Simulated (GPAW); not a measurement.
Crystal: Pd.

```
CELL_PARAMETERS angstrom
2.78367 0.00000 0.00000
-1.39183 2.41072 0.00000
0.00000 0.00000 4.62889
ATOMIC_POSITIONS crystal
Pd 0.33333 0.66667 0.25000
Pd 0.66667 0.33333 0.75000
```

This isn't the form of Pd at room conditions, which is fcc.

- Program: GPAW 26.7.0
- Task: relaxation of cell and atoms
- Functional: PBEsol
- Potentials or basis: PAW data sets generated in the run's folder for this functional
- Cutoff: 600 eV
- Basis: pw
- k mesh: 8 × 8 × 4
- Occupations: fermi-dirac, width 0.05 eV
- Spin: no spin polarisation

At the start: pressure -9.9 GPa; volume 15.53 Å³/atom.

Problem. Where does the relaxation end?

Solution. Over 4 steps the energy falls by 29.4 meV/atom and the volume is 14.67 Å³/atom (-5.6 %); space group P6_3/mmc (No. 194, to 0.05 Å).

The path:
| step | energy change (eV) | largest force (eV/Å) | pressure (GPa) | volume (Å³) |
| --- | --- | --- | --- | --- |
| 1 | 0.0000 | 0.0000 | -9.86 | 31.06 |
| 2 | -0.0334 | 0.0000 | -6.73 | 30.43 |
| 3 | -0.0585 | 0.0000 | 0.86 | 29.20 |
| 4 | -0.0587 | 0.0000 | -0.05 | 29.33 |

Final structure:
```
CELL_PARAMETERS angstrom
2.72965 0.00000 0.00000
-1.36483 2.36395 0.00000
0.00000 0.00000 4.54570
ATOMIC_POSITIONS crystal
Pd 0.33333 0.66667 0.25000
Pd 0.66667 0.33333 0.75000
```

Caveat: later steps reuse the first step's grids.
